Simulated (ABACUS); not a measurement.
Set up this calculation in ABACUS 3.10.1, as the native input.

```
Task                                          : single point
Functional                                    : PBE
Potentials or basis                           : PseudoDojo NC SR 0.4.1 PBE standard
Cutoff                                        : 1361 eV
Density cutoff                                : 5442 eV
Basis                                         : TZDP LCAO (the cutoffs set its grid)
k mesh                                        : 8 × 8 × 8
Occupations                                   : fermi-dirac, width 0.05 eV
Spin                                          : no spin polarisation
Orbital files                                 : Ge Ge_confined-atom_7au_3s3p3d1f.orb
Radial cutoff of the potentials (pseudo_rcut) : 10 bohr
SCF threshold on the density                  : 1e-07
Max SCF steps                                 : 100
Eigensolver                                   : genelpa
Mixing                                        : broyden
Mixing share                                  : 0.7
Symmetry key                                  : 1
Bands                                         : 18
```

Crystal: Ge.

```
Ge
1.0
     0.00000    2.82891    2.82891
     2.82891    0.00000    2.82891
     2.82891    2.82891    0.00000
Ge
2
Direct
  0.75000 0.75000 0.75000
  0.50000 0.50000 0.50000
```

The input as run:

INPUT

```
INPUT_PARAMETERS
suffix              Ge
calculation         scf
basis_type          lcao
pseudo_dir          ./
orbital_dir         ./
symmetry            1
dft_functional      pbe
ecutwfc             100
pseudo_rcut         10
nspin               1
nbands              18
ks_solver           genelpa
smearing_method     fd
smearing_sigma      0.00367493
scf_thr             1e-07
scf_nmax            100
mixing_type         broyden
mixing_beta         0.7
cal_force           1
cal_stress          1
out_mul             1
```

STRU

```
ATOMIC_SPECIES
Ge 72.6300 Ge.upf

NUMERICAL_ORBITAL
Ge_confined-atom_7au_3s3p3d1f.orb

LATTICE_CONSTANT
1.8897261246

LATTICE_VECTORS
0.0000000000 2.8289100000 2.8289100000
2.8289100000 0.0000000000 2.8289100000
2.8289100000 2.8289100000 0.0000000000

ATOMIC_POSITIONS
Direct

Ge
0.0
2
0.7500000000 0.7500000000 0.7500000000 1 1 1
0.5000000000 0.5000000000 0.5000000000 1 1 1
```

KPT

```
K_POINTS
0
Gamma
8 8 8 0 0 0
```

Potentials or basis: PseudoDojo NC SR 0.4.1 PBE standard, TZDP LCAO (the cutoffs set its grid).

Launch:

```console
$ OMP_NUM_THREADS=1 mpirun -np 4 abacus > log
```

Results of the run:

```yaml
Pressure: 4.2 GPa
Band_gap_on_the_k_mesh: 0.13 eV, direct
```

Caveat: the atomic orbitals were generated for these runs and aren't a published set; the basis of atomic orbitals isn't converged, which shifts pressures, moduli and gaps.

Run time: 7.9 s on 4 MPI ranks on Intel(R) Xeon(R) CPU @ 2.60GHz (Ice Lake), with other jobs on the host, peak memory 0.44 GiB a rank.
